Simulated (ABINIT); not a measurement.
The system is Si2Mo.

```
CELL_PARAMETERS angstrom
-1.60000 1.60000 3.93050
1.60000 -1.60000 3.93050
1.60000 1.60000 -3.93050
ATOMIC_POSITIONS crystal
Mo 0.00000 0.00000 0.00000
Si 0.66700 0.66700 0.00000
Si 0.33300 0.33300 0.00000
```

| Property | Result |
| --- | --- |
| Program | ABINIT 10.8.3 (patched build) |
| Task | relaxation of cell and atoms |
| Functional | r2SCAN |
| Potentials or basis | JTH PAW PBE v2.0 |
| Cutoff | 490 eV |
| k mesh | 10 × 10 × 10 |
| Occupations | fermi-dirac, width 0.05 eV |
| Spin | no spin polarisation |

At the start: pressure -1.0 GPa; volume 13.42 Å³/atom.

Question: Where does the relaxation end?

Answer: Over 8 steps the energy falls by 3.1 meV/atom and the volume is 13.38 Å³/atom (-0.2 %); space group I4/mmm (No. 139, to 0.05 Å).

The path:
```csv
step,energy change (eV),largest force (eV/Å),pressure (GPa),volume (Å³)
1,0.0000,0.3804,-1.04,40.25
2,-0.0042,0.3004,-0.23,40.12
3,-0.0080,0.1054,0.74,40.00
4,-0.0087,0.0531,0.42,40.07
5,-0.0091,0.0068,-0.03,40.15
6,-0.0092,0.0019,-0.07,40.16
7,-0.0092,0.0001,-0.02,40.15
8,-0.0092,0.0001,0.01,40.15
```

Final structure:
```yaml
crystal:
  lattice:
    - [-1.60208, 1.60208, 3.91060]
    - [1.60208, -1.60208, 3.91060]
    - [1.60208, 1.60208, -3.91060]
  atoms:
    - { symbol: Mo, position: [0.00000, 0.00000, 0.00000] }
    - { symbol: Si, position: [0.66454, 0.66454, 0.00000] }
    - { symbol: Si, position: [0.33546, 0.33546, 0.00000] }
```

Caveat: the PAW data sets were made with another functional, which shifts forces and pressure a little.
